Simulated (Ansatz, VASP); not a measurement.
Two plane-wave programs on Li2S

The input INCAR:

```
SYSTEM = Li2S
PREC = Accurate ; ENCUT = 600
EDIFF = 1E-7 ; ISMEAR = 0
SIGMA = 0.02 ; LREAL = .FALSE.
LASPH = .TRUE. ; NELM = 100
ALGO = Fast ; ISIF = 3
LWAVE = .FALSE. ; LCHARG = .FALSE.
GGA = PS ; IBRION = 2
NSW = 100 ; EDIFFG = -0.005
```

Contents of KPOINTS:

```
regular mesh
0
G
  8 8 8
  0 0 0
```

Contents of POSCAR:

```
Li2S
1.0
    0.0000000000      2.8351678429      2.8351678429
    2.8351678429      0.0000000000      2.8351678429
    2.8351678429      2.8351678429      0.0000000000
Li S
2 1
Direct
    0.7500000000      0.7500000000      0.7500000000
    0.2500000000      0.2500000000      0.2500000000
    0.0000000000      0.0000000000      0.0000000000
```

Input for Ansatz:

```yaml
crystal:
  lattice:
    - [0.0, 2.8351678429, 2.8351678429]
    - [2.8351678429, 0.0, 2.8351678429]
    - [2.8351678429, 2.8351678429, 0.0]
  atoms:
    - { symbol: Li, position: [0.75, 0.75, 0.75] }
    - { symbol: Li, position: [0.25, 0.25, 0.25] }
    - { symbol: S, position: [0.0, 0.0, 0.0] }
basis:
  ecutwfc: 420
kpoints:
  mp_grid: { grid: [8, 8, 8] }
hamiltonian:
  xc: pbesol
scf:
  occupations: { method: gaussian, width: 0.02 }
output:
  forces: true
  stress: true
  eigenvalues: true
  write_density: true
  write_potential: true
  elf: true
  volumetric_format: npy
relax:
  adjacent_minimum: "off"
  f_tol: 0.005
  max_steps: 80
  cell: { stress_tol: 0.05 }
```

The cell comes from a database or a generator and needn't be the stable form of this composition.

Alike in both runs: task relaxation of cell and atoms; functional PBEsol; k mesh 8 × 8 × 8; occupations gaussian, width 0.02 eV; no spin polarisation.

|  | VASP | Ansatz |
| --- | --- | --- |
| version | VASP 6.6.1 | Ansatz 0.2.0 |
| potentials or method | VASP PAW PBE potentials, release 64 (Li_sv, S) | scalar-relativistic, plane waves, PAW |
| plane-wave cutoff (eV) | 600 | 420 |
| valence electrons in the cell | 12 | 12 |

```tsv
	VASP	Ansatz	Ansatz less VASP
gap on the k mesh at the Fermi level, each at its own relaxed structure (eV)	3.20	3.20	+0.001
relaxed volume (Å³/atom)	15.05	15.07	+0.017
relaxed cell length with the largest relative difference (Å)	3.997	3.999	+0.0015
```

Caveats: the cutoff is under 1.25 times the usual one of these potentials, so pressure, stress and relaxed cells hold a basis-set (Pulay) error (VASP); the PAW data sets were made with another functional, which shifts forces and pressure a little (VASP). As with any semilocal functional, this PBEsol gap is likely too small. A k mesh can miss the band edges.
